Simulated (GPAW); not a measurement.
Write an ASE script for GPAW 26.7.0 that does the following.

* Task: single point
* Functional: TB-mBJ
* Potentials or basis: GPAW PAW data sets for LDA (gpaw-data 1.2.1)
* Cutoff: 600 eV
* Basis: pw
* k mesh: 6 × 6 × 4
* Occupations: fermi-dirac, width 0.05 eV
* Spin: no spin polarisation
* Maxiter: 150

Crystal: Te.

```xyz
3
Lattice="4.4540 0.0000 0.0000 -2.2270 3.8573 0.0000 0.0000 0.0000 5.9240" Properties=species:S:1:pos:R:3 pbc="T T T"
Te    1.6279    2.8197    0.0000
Te   -0.5991    1.0376    3.9493
Te    1.1981    0.0000    1.9747
```

These files were run (other wordings do the same):

run.py

```python
from ase import Atoms
from ase.dft.bandgap import bandgap
from ase.io import write
from gpaw import GPAW, PW

atoms = Atoms(['Te', 'Te', 'Te'],
              cell=[[4.454, 0.0, 0.0],
                    [-2.227, 3.8572771485, 0.0],
                    [0.0, 0.0, 5.924]],
              scaled_positions=[[0.731, 0.731, 0.0],
                                [0.0, 0.269, 0.6666666667],
                                [0.269, 0.0, 0.3333333333]],
              pbc=True)

calc = GPAW(mode=PW(600),
            xc='TB09',
            kpts={'size': (6, 6, 4), 'gamma': True},
            occupations={'name': 'fermi-dirac', 'width': 0.05},
            nbands=19,
            convergence={'density': 1e-05, 'energy': 1e-05},
            eigensolver='cg',
            maxiter=150,
            txt='gpaw.txt')
atoms.calc = calc
energy = atoms.get_potential_energy()
calc.write('gs.gpw')
write('result.traj', atoms)
print('Fermi level:', round(calc.get_fermi_level(), 4), 'eV')
print(f'Gap: {bandgap(calc)[0]:.4f} eV, direct: {bandgap(calc, direct=True)[0]:.4f} eV')
```

Potentials or basis: GPAW PAW data sets for LDA (gpaw-data 1.2.1), pw.

Launch:

```sh
$ OMP_NUM_THREADS=1 python run.py
```

It gave:

```
Band gap on the k mesh : 0.39 eV, direct
```

Caveat: a model potential gives levels but no total energy; spin-orbit coupling is left out, which moves the levels of the heavy elements.

It took 2 min on 1 thread of Arm Neoverse V2 (shared host), peak memory 0.28 GiB.
